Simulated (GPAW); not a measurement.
The system is Mg.

```
CELL_PARAMETERS angstrom
-1.77276 1.77276 1.77276
1.77276 -1.77276 1.77276
1.77276 1.77276 -1.77276
ATOMIC_POSITIONS crystal
Mg 0.00000 0.00000 0.00000
```

This isn't the form of Mg at room conditions, which is hcp.

Base run:

```yaml
Program: GPAW 26.7.0
Functional: LDA
Potentials_or_basis: the program's PAW data sets (release 1.2.1) made for this functional
Cutoff: 800 eV
Basis: pw
k_mesh: 11 × 11 × 11
Occupations: gaussian, width 0.02 eV
Spin: no spin polarisation
```

Its results: band gap on the k mesh none (metal or under the smearing width); pressure -1.3 GPa.

Task: The run is repeated on the same cell with these changes: functional from LDA to RPBE. What comes out?

Result: Band gap on the k mesh none (metal or under the smearing width); pressure 2.1 GPa.

RPBE binds less tightly than LDA, so the same cell stands under more pressure.
